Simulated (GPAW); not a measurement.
Input of a GPAW 26.7.0 run:

The input run.py:

```python
import numpy as np
from ase import Atoms
from gpaw import PW
from gpaw.dft import DFT
from gpaw.hubbard import aoom

atoms = Atoms(['Co', 'O'],
              cell=[[-1.50800044, 1.50800044, 2.10725036],
                    [1.50800044, -1.50800044, 2.10725036],
                    [1.50800044, 1.50800044, -2.10725036]],
              scaled_positions=[[0.0, 0.0, 0.0],
                                [0.5, 0.5, 0.0]],
              pbc=True)

dft = DFT(atoms,
          mode=PW(600),
          xc='PBE',
          kpts={'size': (9, 9, 9), 'gamma': True},
          occupations={'name': 'methfessel-paxton', 'order': 0, 'width': 0.05},
          setups={'Co': ':d,7.0'},
          nbands=19,
          convergence={'density': 0.0001, 'energy': 1e-05},
          maxiter=120,
          txt='gpaw.txt')
print(f'Energy: {dft.calculate_energy():.6f} eV')
print('Forces (eV/A):')
print(dft.calculate_forces().round(4))
print('Stress (eV/A^3):', dft.calculate_stress().round(6))
dft.write_converged()
dft.write_gpw_file('gs.gpw')
for a, l in {0: 2}.items():
    setup = dft.setups[a]
    for s, D_ii in enumerate(dft.density.D_asii[a]):
        n_mm = aoom(D_ii, l, setup.l_j, setup.n_j, setup.N0_q)[0] / 2
        print(f'atom {a} spin {s} trace {n_mm.trace():.4f} eigenvalues', *np.linalg.eigvalsh(n_mm).round(3))
        np.savetxt(f'occupation-{a}-{s}.dat', n_mm, fmt='%8.4f')
```

Potentials or basis: GPAW PAW data sets (gpaw-data 1.2.1), pw.

Launch:

```console
$ OMP_NUM_THREADS=1 python run.py
```

Question: Estimate the band gap on the k mesh.

Answer: None (metal or under the smearing width).

Question: What does it give for the pressure?

Answer: -14.1 GPa.

Stress tensor (GPa, compression positive):
```
 -8.07   0.00   0.00
  0.00  -8.07   0.00
  0.00   0.00 -26.05
```

Caveat: the cutoff is short for stress and forces, so pressures can be off by a GPa or more; an odd number of electrons without spin polarisation forces a metal; a magnetic or distorted state may lie lower; the run has no spin polarisation, though such a crystal can be magnetic; U without spin polarisation on a metal has little footing. Spin polarisation is off, so any magnetic state and its effect on volume and gap are missing.
